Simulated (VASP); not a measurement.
A run of VASP 6.6.1 is set up as follows.

File INCAR:

```
PREC     = Accurate       # precision mode
ENCUT    = 520            # plane-wave cutoff, eV
EDIFF    = 1E-6           # SCF threshold, eV
ISMEAR   = 0              # smearing method
SIGMA    = 0.02           # smearing width, eV
LREAL    = False          # projectors in reciprocal space
LASPH    = True           # aspherical terms in the spheres
NELM     = 100            # most SCF steps
ALGO     = Normal         # electronic algorithm
ISIF     = 2              # what is computed and relaxed
LWAVE    = False          # write WAVECAR
LCHARG   = True           # write CHGCAR
GGA      = PS             # functional
LELF     = True           # ELF
LVHAR    = True         
NBANDS   = 11             # bands
```

File KPOINTS:

```
Automatic mesh
0
Gamma
  12 12 12
```

The input POSCAR:

```
Si
1.0
    0.0000000000      2.7168139165      2.7168139165
    2.7168139165      0.0000000000      2.7168139165
    2.7168139165      2.7168139165      0.0000000000
Si
2
Direct
    0.0000000000      0.0000000000      0.0000000000
    0.2500000000      0.2500000000      0.2500000000
```

Potentials or basis: VASP PAW PBE potentials, release 64 (Si).

Run with:

```bash
$ cat potpaw_PBE.64/Si/POTCAR > POTCAR
$ mpirun -np 1 vasp_std > vasp.out
```

(1) What does it give for the pressure?

(2) Predict the band gap on the k mesh.

Answers

(1) 0.1 GPa.

(2) 0.46 eV, indirect (least direct gap 2.52 eV).

Caveat: the PAW data sets were made with another functional, which shifts forces and pressure a little.
